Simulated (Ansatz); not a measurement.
# Mo/GaN/TaN: conductance against the thickness of the layer, part 3 of 8

Aim: the conductance of Mo/GaN/TaN junctions as the barrier thickens. The lower electrode is Mo bcc(001), the upper one TaN rock salt(001); the barrier is GaN zinc blende(001) (Ga and Ga faces). In the first transport cell, after relaxation, the nearest pair of electrode and barrier is Mo–Ga at 2.81 Å, at a slant, at the lower face and Ta–Ga at 2.73 Å, at a slant, at the upper one. All share a net of side 3.217 Å, which strains the lower electrode by +2.1 %, the upper one by +2.9 % and the barrier by +0.0 %, against typed lattice constants near PBE's. The first steps treat the bulk electrodes alone.

Ansatz 0.2.0; PBE DFT, plane waves, PAW files (the session's first sound run).

So far: The structure; The strained electrode, 2 atoms, electrode Mo bcc(001); The strained electrode, 4 atoms, electrode TaN rock salt(001).

## Step 4: Relaxing the interfaces

System of this step: Mo/GaN/TaN. The cell holds 21 atoms: 4 Mo, 5 Ga, 8 N and 4 Ta. Cell: a = 3.217 Å, b = 3.217 Å, c = 41.297 Å, α = 90.0°, β = 90.0°, γ = 90.0°. Vacuum lies along c.

Tunnelling depends exponentially on distance, so the interfaces are relaxed first. A short slab in vacuum serves: only the barrier and the layers next to it are taken over, and later cells can add or drop layers in the barrier's middle. The dipole correction removes the field that unlike faces would set up across the vacuum.

input.yaml reads:

```yaml
crystal:
  lattice:
    - [3.217, 0.0, 0.0]
    - [0.0, 3.217, 0.0]
    - [0.0, 0.0, 41.2969889817]
  atoms:
    - { symbol: Mo, position: [0.5, 0.5, 0.1937187237] }
    - { symbol: Mo, position: [0.0, 0.0, 0.2312892595] }
    - { symbol: Mo, position: [0.5, 0.5, 0.2688597952] }
    - { symbol: Mo, position: [0.0, 0.0, 0.3064303309] }
    - { symbol: Ga, position: [0.5, 0.0, 0.3622234871] }
    - { symbol: "N", position: [0.0, 0.0, 0.3897698808] }
    - { symbol: Ga, position: [0.0, 0.5, 0.4173162746] }
    - { symbol: "N", position: [0.5, 0.5, 0.4448626683] }
    - { symbol: Ga, position: [0.5, 0.0, 0.4724090621] }
    - { symbol: "N", position: [0.0, 0.0, 0.4999554559] }
    - { symbol: Ga, position: [0.0, 0.5, 0.5275018496] }
    - { symbol: "N", position: [0.5, 0.5, 0.5550482434] }
    - { symbol: Ga, position: [0.5, 0.0, 0.5825946372] }
    - { symbol: "N", position: [0.75, 0.75, 0.6490301333] }
    - { symbol: Ta, position: [0.25, 0.25, 0.6490301333] }
    - { symbol: "N", position: [0.25, 0.25, 0.7014471809] }
    - { symbol: Ta, position: [0.75, 0.75, 0.7014471809] }
    - { symbol: "N", position: [0.75, 0.75, 0.7538642286] }
    - { symbol: Ta, position: [0.25, 0.25, 0.7538642286] }
    - { symbol: "N", position: [0.25, 0.25, 0.8062812763] }
    - { symbol: Ta, position: [0.75, 0.75, 0.8062812763] }
kpoints:
  mp_grid: { grid: [8, 8, 1] }
scf:
  occupations: { method: fermi_dirac, width: 0.1 }
  max_iter: 150
hamiltonian:
  xc: pbe
efield:
  axis: 3
  dipole_correction: true
relax:
  f_tol: 0.04
  max_steps: 60
output:
  forces: true
```

Started as:

```sh
ansatz run input.yaml --threads 8 --pin off --max-ram 24576MiB --backend cpu --events-out ev --progress --plain --runs-dir out
```

Numbers of over 12 decimals in the logs are rounded to 6 here.

The program printed:

```text
[...]
Crystal: 21 atoms, lattice volume = 427.386 Å³
Basis set: ecut = 420 eV, 8363 PW (Γ), exchange–correlation on 48×48×576 points (8 copies of the dense FFT grid, shifted against one another)
Bands: 128, of which v1, the nominal top of the filled ones, is band 107 counted from 1 (106 counted from 0)
Symmetry: 1 space group operations
[...]
k-points: 34 of 64 (time reversal used)
[...]
SCF iter   1: F=—  HF=-81544.082194 eV  |F-HF|=—  |Δ(HF+E_count)|=         —  Δρ=1.32e-2  dr2=7.07e1  ethr=1.77e-3  p=0.005 e·Å  D=1.96e-3 V/Å  ΔV_dip=-0.08 eV  dr2_dipole=9.68e1  V_vac-E_F(+/−)=3.73/3.81 eV  ⟨swp⟩=7.7  Hψ=19525  notcnv=0
efield: sawtooth ramp at fractional position 0.9500 (placed from the atoms, in the widest stretch of the axis that holds none; the zero of the levels goes with the place), width 0.1000; the density the first Hamiltonian is built on has a dipole p = 0.005 e·Å; the dipole correction subtracts the counter field D = 1.96e-3 V/Å, which shifts the + side's vacuum level by -0.08 eV against the − side's; the planar-averaged density in the ramp window peaks in size at 1.4e-4 e/Å³
[...]
SCF iter   2: F=—  HF=-81543.852787 eV  |F-HF|=—  |Δ(HF+E_count)|=   2.29e-1  Δρ=9.34e-3  dr2=1.26e1  ethr=1.77e-3  p=0.039 e·Å  D=1.63e-2 V/Å  ΔV_dip=-0.67 eV  dr2_dipole=1.94e1  V_vac-E_F(+/−)=3.16/3.83 eV  ⟨swp⟩=2.1  Hψ=5632  notcnv=0  defer=2
[...]
SCF iter   7: F=-81543.778484 eV  HF=-81543.778550 eV  |F-HF|=6.61e-5  |Δ(HF+E_count)|=   6.85e-6  Δρ=3.42e-5  dr2=3.15e-5  ethr=1.88e-8  p=0.029 e·Å  D=1.23e-2 V/Å  ΔV_dip=-0.51 eV  dr2_dipole=3.77e-5  V_vac-E_F(+/−)=3.31/3.82 eV  ⟨swp⟩=3.4  Hψ=16717  notcnv=0
WARN: efield: at this solve's end the planar-averaged density reaches 3.61e-5 e/Å³ inside the ramp window [0.9258, 0.0742] (bound 1e-5 e/Å³); the window's nearer edge stands 4.94 Å from this solve's nearest atom along the axis. Its work functions, free energy, forces, stress, dipole, levels and responses can be off, and this figure does not tell by how much. A short vacuum, a low `basis.ecutwfc` or `basis.ecutrho_ratio` and negative occupations (`scf.occupations.method`) can put density there. See the manual's quickstart, § The vacuum guard
SCF 1 converged in 7 iterations: F = -81543.778484 eV  dr2 = 3.15e-5
[...]
relax step   1: F+E_penalty+E_count = -81543.77848372 eV  Δ(F+E_penalty+E_count) = +0.000e0 eV  max|allowed force component| = 2.200e0 eV/Å  Δτ_max = 0.0000 Å  (7 SCF iters, dr2 threshold 4.00e-5 eV, accepted)
[...]
SCF iter   1: F=—  HF=-81544.646473 eV  |F-HF|=—  |Δ(HF+E_count)|=         —  Δρ=1.07e-2  dr2=2.36e0  ethr=1.08e-3  p=0.029 e·Å  D=1.23e-2 V/Å  ΔV_dip=-0.51 eV  dr2_dipole=1.66e0  V_vac-E_F(+/−)=3.37/3.88 eV  ⟨swp⟩=1.1  Hψ=15715  notcnv=0
efield: sawtooth ramp at fractional position 0.9500 (handed on by an earlier solve), width 0.1000; the density the first Hamiltonian is built on has a dipole p = 0.029 e·Å; the dipole correction subtracts the counter field D = 1.23e-2 V/Å, which shifts the + side's vacuum level by -0.51 eV against the − side's; the planar-averaged density in the ramp window peaks in size at 3.3e-5 e/Å³
[...]
SCF iter   2: F=—  HF=-81544.610335 eV  |F-HF|=—  |Δ(HF+E_count)|=   3.61e-2  Δρ=4.58e-3  dr2=2.58e-1  ethr=1.08e-3  p=0.046 e·Å  D=1.93e-2 V/Å  ΔV_dip=-0.80 eV  dr2_dipole=5.83e-2  V_vac-E_F(+/−)=3.00/3.79 eV  ⟨swp⟩=2.5  Hψ=5840  notcnv=0
[...]
SCF iter   7: F=-81544.585931 eV  HF=-81544.585934 eV  |F-HF|=2.88e-6  |Δ(HF+E_count)|=   2.35e-7  Δρ=3.51e-5  dr2=8.77e-6  ethr=4.69e-8  p=0.053 e·Å  D=2.24e-2 V/Å  ΔV_dip=-0.93 eV  dr2_dipole=1.27e-7  V_vac-E_F(+/−)=2.93/3.85 eV  ⟨swp⟩=3.0  Hψ=16394  notcnv=0
[...]
SCF 2 converged in 7 iterations: F = -81544.585931 eV  dr2 = 8.77e-6
[...]
relax step   2: F+E_penalty+E_count = -81544.58593091 eV  Δ(F+E_penalty+E_count) = -8.074e-1 eV  max|allowed force component| = 9.782e-1 eV/Å  Δτ_max = 0.1948 Å  (7 SCF iters, dr2 threshold 1.00e-4 eV, accepted)
SCF iter   1: F=—  HF=-81545.112201 eV  |F-HF|=—  |Δ(HF+E_count)|=         —  Δρ=1.61e-2  dr2=8.81e0  ethr=3.10e-3  p=0.053 e·Å  D=2.24e-2 V/Å  ΔV_dip=-0.93 eV  dr2_dipole=8.46e0  V_vac-E_F(+/−)=2.94/3.86 eV  ⟨swp⟩=5.7  Hψ=12093  notcnv=0
[...]
SCF iter   7: F=-81544.895844 eV  HF=-81544.895850 eV  |F-HF|=5.58e-6  |Δ(HF+E_count)|=   2.53e-6  Δρ=3.77e-5  dr2=1.19e-5  ethr=2.81e-8  p=0.036 e·Å  D=1.53e-2 V/Å  ΔV_dip=-0.63 eV  dr2_dipole=4.71e-7  V_vac-E_F(+/−)=3.17/3.80 eV  ⟨swp⟩=5.0  Hψ=15077  notcnv=0
SCF 3 converged in 7 iterations: F = -81544.895844 eV  dr2 = 1.19e-5
relax step   3: F+E_penalty+E_count = -81544.89584441 eV  Δ(F+E_penalty+E_count) = -3.099e-1 eV  max|allowed force component| = 5.949e-1 eV/Å  Δτ_max = 0.1946 Å  (7 SCF iters, dr2 threshold 5.98e-5 eV, accepted)
[... from here on, the SCF cycles and remarks between the steps are left out ...]
relax step   4: F+E_penalty+E_count = -81545.03981931 eV  Δ(F+E_penalty+E_count) = -1.440e-1 eV  max|allowed force component| = 2.913e-1 eV/Å  Δτ_max = 0.2000 Å  (7 SCF iters, dr2 threshold 7.00e-5 eV, accepted)
relax step   5: F+E_penalty+E_count = -81545.16113915 eV  Δ(F+E_penalty+E_count) = -1.213e-1 eV  max|allowed force component| = 2.519e-1 eV/Å  Δτ_max = 0.1950 Å  (7 SCF iters, dr2 threshold 2.04e-5 eV, accepted)
relax step   6: F+E_penalty+E_count = -81545.29381063 eV  Δ(F+E_penalty+E_count) = -1.327e-1 eV  max|allowed force component| = 2.786e-1 eV/Å  Δτ_max = 0.1949 Å  (7 SCF iters, dr2 threshold 1.52e-5 eV, accepted)
relax step   7: F+E_penalty+E_count = -81545.46124970 eV  Δ(F+E_penalty+E_count) = -1.674e-1 eV  max|allowed force component| = 3.263e-1 eV/Å  Δτ_max = 0.2000 Å  (7 SCF iters, dr2 threshold 5.80e-5 eV, accepted)
relax step   8: F+E_penalty+E_count = -81545.59841344 eV  Δ(F+E_penalty+E_count) = -1.372e-1 eV  max|allowed force component| = 1.974e-1 eV/Å  Δτ_max = 0.1949 Å  (7 SCF iters, dr2 threshold 1.00e-4 eV, accepted)
relax step   9: F+E_penalty+E_count = -81545.65063799 eV  Δ(F+E_penalty+E_count) = -5.222e-2 eV  max|allowed force component| = 1.995e-1 eV/Å  Δτ_max = 0.1946 Å  (8 SCF iters, dr2 threshold 1.43e-5 eV, accepted)
relax step  10: F+E_penalty+E_count = -81545.67138787 eV  Δ(F+E_penalty+E_count) = -2.075e-2 eV  max|allowed force component| = 1.401e-1 eV/Å  Δτ_max = 0.0938 Å  (6 SCF iters, dr2 threshold 1.46e-5 eV, accepted)
relax step  11: F+E_penalty+E_count = -81545.67770795 eV  Δ(F+E_penalty+E_count) = -6.320e-3 eV  max|allowed force component| = 6.944e-2 eV/Å  Δτ_max = 0.0660 Å  (6 SCF iters, dr2 threshold 9.69e-6 eV, accepted)
relax step  12: F+E_penalty+E_count = -81545.67972277 eV  Δ(F+E_penalty+E_count) = -2.015e-3 eV  max|allowed force component| = 5.829e-2 eV/Å  Δτ_max = 0.0334 Å  (7 SCF iters, accepted)
SCF iter   1: F=—  HF=-81545.681214 eV  |F-HF|=—  |Δ(HF+E_count)|=         —  Δρ=1.32e-3  dr2=2.51e-2  ethr=5.56e-5  p=0.043 e·Å  D=1.80e-2 V/Å  ΔV_dip=-0.74 eV  dr2_dipole=2.01e-2  V_vac-E_F(+/−)=3.07/3.82 eV  ⟨swp⟩=3.0  Hψ=9124  notcnv=0  defer=32
[...]
SCF iter   7: F=-81545.680426 eV  HF=-81545.680426 eV  |F-HF|=1.75e-8  |Δ(HF+E_count)|=   2.27e-7  Δρ=2.14e-6  dr2=3.09e-8  ethr=4.69e-11  p=0.042 e·Å  D=1.79e-2 V/Å  ΔV_dip=-0.74 eV  dr2_dipole=5.05e-11  V_vac-E_F(+/−)=3.08/3.81 eV  ⟨swp⟩=5.5  Hψ=16459  notcnv=0
SCF 13 converged in 7 iterations: F = -81545.680426 eV  dr2 = 3.09e-8
relax step  13: F+E_penalty+E_count = -81545.68042562 eV  Δ(F+E_penalty+E_count) = -7.029e-4 eV  max|allowed force component| = 1.986e-2 eV/Å  Δτ_max = 0.0193 Å  (7 SCF iters, accepted)
SCF converged after 7 iterations
Free energy (F): -81545.680426 eV
[...]
Internal energy: -81545.444670 eV  (E = F + TS)
E sigma→0 (E₀):  -81545.562548 eV
Entropy (-TS):   -0.235755 eV (-11.226 meV/atom)
Fermi energy:    8.706060 eV
Dipole field:    D = 0.017852 V/Å  (p = 0.042164 e·Å, saw-weighted, corrected)
Work function:   Φ+ = 3.0751 eV   Φ− = 3.8124 eV
Levels:          The Fermi level and band energies are counted from a zero that moves with the ramp; work functions are not
[...]
--- Forces (eV/Å), atoms counted from 1 ---
  atom   1  Mo     0.00044925    -0.00092313    -0.00006110
  atom   2  Mo     0.00085236    -0.00137538     0.00015723
  atom   3  Mo     0.00032078    -0.00066539     0.00021775
  atom   4  Mo     0.00105618    -0.00070472    -0.00042293
  atom   5  Ga    -0.00025471    -0.00057501     0.00110848
  atom   6  N      0.00157134    -0.00030800    -0.00371250
  atom   7  Ga     0.00009034    -0.00046859     0.00555655
  atom   8  N     -0.00052693    -0.00014965    -0.00547601
  atom   9  Ga     0.00080498    -0.00051463     0.00243724
  atom  10  N      0.00079599    -0.00114900     0.00251891
  atom  11  Ga     0.00145775     0.00031154    -0.00550369
  atom  12  N      0.00026798    -0.00180620     0.00145249
  atom  13  Ga     0.00246254     0.00153585     0.00526127
  atom  14  N      0.00192981    -0.01127225    -0.00009904
  atom  15  Ta    -0.00848686     0.01329506    -0.00027496
  atom  16  N      0.00456946    -0.00528358    -0.01985866
  atom  17  Ta    -0.00321036     0.00409827    -0.00073789
  atom  18  N     -0.00731807     0.00724158     0.01550473
  atom  19  Ta     0.00138565     0.00033266    -0.00932954
  atom  20  N      0.00008775    -0.00150327     0.00705377
  atom  21  Ta     0.00174059    -0.00017762     0.00422553
  max |Σ_I F_I| component: 6.15e-5 eV/Å
--- Relaxed structure (13 steps of the walk, 13 accepted, 0 SCFs on fresh bases) ---
  F+E_penalty+E_count = -81545.68042562 eV   max|allowed force component| = 1.986e-2 eV/Å
  atoms:
    - { symbol: Mo, position: [0.531254, 0.178990, 0.211842] }
    - { symbol: Mo, position: [0.031303, -0.321165, 0.243520] }
    - { symbol: Mo, position: [0.531455, 0.178572, 0.284164] }
    - { symbol: Mo, position: [0.031543, -0.321674, 0.317463] }
    - { symbol: Ga, position: [0.531882, 0.177958, 0.357599] }
    - { symbol: N, position: [0.031997, 0.177315, 0.387162] }
    - { symbol: Ga, position: [0.032268, 0.677268, 0.414594] }
    - { symbol: N, position: [0.532362, 0.676924, 0.442269] }
    - { symbol: Ga, position: [0.532276, 0.176846, 0.469722] }
    - { symbol: N, position: [0.032612, 0.176506, 0.497332] }
    - { symbol: Ga, position: [0.029062, 0.676366, 0.524773] }
    - { symbol: N, position: [0.534189, 0.675824, 0.552540] }
    - { symbol: Ga, position: [0.460259, 0.175053, 0.580661] }
    - { symbol: N, position: [0.738915, 0.686173, 0.643148] }
    - { symbol: Ta, position: [0.236605, 0.185157, 0.644414] }
    - { symbol: N, position: [0.178183, 0.238892, 0.699234] }
    - { symbol: Ta, position: [0.675579, 0.741408, 0.694897] }
    - { symbol: N, position: [0.740778, 0.679121, 0.748980] }
    - { symbol: Ta, position: [0.235797, 0.183434, 0.751985] }
    - { symbol: N, position: [0.181219, 0.235703, 0.807442] }
    - { symbol: Ta, position: [0.670464, 0.745328, 0.799483] }
```

Elapsed: 6.4 min, on 8 threads of Arm Neoverse V1, shared host; peak memory 3.1 GiB; 50 min of CPU time.

This run has no spin polarisation although its electron count is odd.

The steps of the relaxation:

```
step  energy less that of the first step (eV)  largest force component (eV/Å)
   1                                   0.0000                          2.1997
   2                                  -0.8074                          0.9782
   3                                  -1.1174                          0.5949
   4                                  -1.2613                          0.2913
   5                                  -1.3827                          0.2519
   6                                  -1.5153                          0.2786
   7                                  -1.6828                          0.3263
   8                                  -1.8199                          0.1974
   9                                  -1.8722                          0.1995
  10                                  -1.8929                          0.1401
  11                                  -1.8992                          0.0694
  12                                  -1.9012                          0.0583
  13                                  -1.9019                          0.0199
```

The atoms that moved most (Å):

```
atom     dx      dy      dz  length
 Mo1  0.101  -1.033   0.748   1.279
 Mo3  0.101  -1.034   0.632   1.216
 Mo2  0.101  -1.033   0.505   1.154
 Mo4  0.101  -1.035   0.456   1.135
 Ga5  0.103   0.572  -0.191   0.612
 Ga7  0.104   0.570  -0.112   0.590
  N6  0.103   0.570  -0.108   0.590
 Ga9  0.104   0.569  -0.111   0.589
```

This step gave:

| Quantity | Value |
| --- | --- |
| free energy | -81545.6804 eV |
| Fermi energy | 8.706 eV |

The largest force component on a free atom ends at 0.020 eV/Å. At one or more of this run's solves the program warned of density in the dipole ramp over its bound, where dipole, forces and levels can be off.

[end of part 3 of 8]

[Logs are printed without paths, hosts, clocks, repeated set-up lines and the standing remarks that a program may print on its own settings, such as how far it seeks lower states.]

[Hosts, paths, dates, database ids (printed as entryN), source tags and the programs' standing remarks are cut or masked in the printed files.]
